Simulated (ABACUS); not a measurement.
The system is Ge.

```
Ge
1.0
     0.00000    2.82891    2.82891
     2.82891    0.00000    2.82891
     2.82891    2.82891    0.00000
Ge
2
Direct
  0.75000 0.75000 0.75000
  0.50000 0.50000 0.50000
```

- Program: ABACUS 3.10.1
- Task: relaxation of cell and atoms
- Functional: PBE
- Potentials or basis: GBRV ultrasoft 1.5 PBE
- Cutoff: 544 eV
- Density cutoff: 4354 eV
- Basis: plane waves
- k mesh: 6 × 6 × 6
- Occupations: fermi-dirac, width 0.05 eV
- Spin: no spin polarisation

At the start: pressure 3.6 GPa; volume 22.64 Å³/atom.

Task: How do energy, volume and symmetry change on relaxing?

Result: Over 3 steps the energy falls by 14.0 meV/atom and the volume is 23.92 Å³/atom (+5.7 %); space group Fd-3m (No. 227, to 0.05 Å).

Step by step:
```csv
step,energy change (eV),largest force (eV/Å),pressure (GPa),volume (Å³)
1,0.0000,0.0000,3.60,45.28
2,-0.0242,0.0000,-1.20,48.82
3,-0.0279,0.0000,0.02,47.84
```

Final structure:
```xyz
2
Lattice="0.0000 2.8813 2.8813 2.8813 0.0000 2.8813 2.8813 2.8813 0.0000" Properties=species:S:1:pos:R:3 pbc="T T T"
Ge    4.3220    4.3220    4.3220
Ge    2.8813    2.8813    2.8813
```

The cell as given is a measured one (22.64 Å³/atom); PBE puts the equilibrium volume +5.7 % from it, thermal expansion not counted.
